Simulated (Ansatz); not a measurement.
# AgCl: a film clamped to a substrate

Method: Ansatz 0.2.0, DFT r2SCAN, scalar-relativistic, plane waves, PAW. Cutoff 500 eV, Γ-centred 8×8×8 k-points, Gaussian smearing of 0.05 eV. No spin polarisation. Energies are free energies at this smearing, counted from the undisturbed cell; pressure is positive in compression.

Reference structure (as given, not relaxed at this level; it stands at 0.0 GPa):

```yaml
crystal:
  lattice:
    - [0.00000, 2.77315, 2.77315]
    - [2.77315, 0.00000, 2.77315]
    - [2.77315, 2.77315, 0.00000]
  atoms:
    - { symbol: Ag, position: [0.50000, 0.50000, 0.50000] }
    - { symbol: Cl, position: [0.00000, 0.00000, 0.00000] }
```

The cell (2 atoms, V0 = 42.65 Å³) is strained by p along both x and y and by q along z, fractional coordinates fixed. τp = (1/V0) ∂E/∂p = (σxx + σyy)(1 + p)(1 + q) and τq = (1/V0) ∂E/∂q = σzz(1 + p)², with tension positive.

```csv
p,q,ΔE (meV/atom),τp (GPa),τq (GPa)
0.000,0.000,0.00,0.07,0.03
-0.015,0.000,3.41,-3.61,-1.20
0.015,0.000,3.22,3.05,1.23
0.000,-0.015,1.05,-1.20,-1.12
0.000,0.015,1.04,1.24,0.98
```

**Question.** Get the second derivatives of the energy density.

**Answer.** Central differences give A = ∂τp/∂p = 222 GPa (C11 + C22 + 2 C12), C = ∂τq/∂q = 70 GPa (C33) and the cross term B = ∂τq/∂p = 81 GPa (C13 + C23); ∂τp/∂q = 81 GPa must equal B, and any difference shows higher-order terms. The ions are clamped. In a cubic crystal C11 = C = 70, C12 = B/2 = 41 GPa and A should be 2(C11 + C12) = 221 GPa; the bulk modulus is (C11 + 2 C12)/3 = 50 GPa.

**Question.** A film of this crystal grows with z along the normal on a substrate that imposes p. How does its thickness respond, and what does the misfit cost?

**Answer.** Count p and q from the stress-free cell. A free surface needs τq = 0, so q = −(B/C) p = -1.16 p. The energy density left is (A − B²/C) p²/2 = M p², with the biaxial modulus M = 64 GPa; a misfit of 1 % costs 0.85 meV/atom, against 1.48 meV/atom if the thickness were held.